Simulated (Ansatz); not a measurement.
CuO:

```xyz
4
Lattice="3.1795 0.0000 0.0000 -1.5898 2.7536 0.0000 0.0000 0.0000 4.4315" Properties=species:S:1:pos:R:3 pbc="T T T"
Cu    0.0000    0.0000    0.0000
Cu    0.0000    0.0000    2.2157
O     0.0000    1.8357    1.1079
O     1.5898    0.9179    3.3236
```

Measurements of this composition are mostly on another form, of space group No. 15.

Base run:

```yaml
Program: Ansatz 0.2.0
Functional: LDA
Potentials_or_basis: Ansatz PAW
Cutoff: "420 eV (not typed: the program's choice for these potentials)"
k_mesh: 10 × 10 × 6
Occupations: fermi-dirac, width 0.05 eV
Spin: no spin polarisation
Hubbard_terms: Cu d U = 1 eV
```

Its results: band gap on the k mesh none (metal or under the smearing width); pressure -9.5 GPa.

Problem. After a change of settings the same cell gave: band gap on the k mesh none (metal or under the smearing width); pressure -7.2 GPa. Which change was it?
A. hubbard terms from Cu d U = 1 eV to Cu d U = 8 eV
B. hubbard terms from Cu d U = 1 eV to none; hubbard projectors from ortho-atomic (the default) to none
C. hubbard terms from Cu d U = 1 eV to Cu d U = 5 eV

Solution. C.

Caveats: the run has no spin polarisation, though such a crystal can be magnetic; U without spin polarisation on a metal has little footing; the PAW data sets come from PBE, with cores solved anew for the run's functional, which leaves a small shift of forces and pressure.
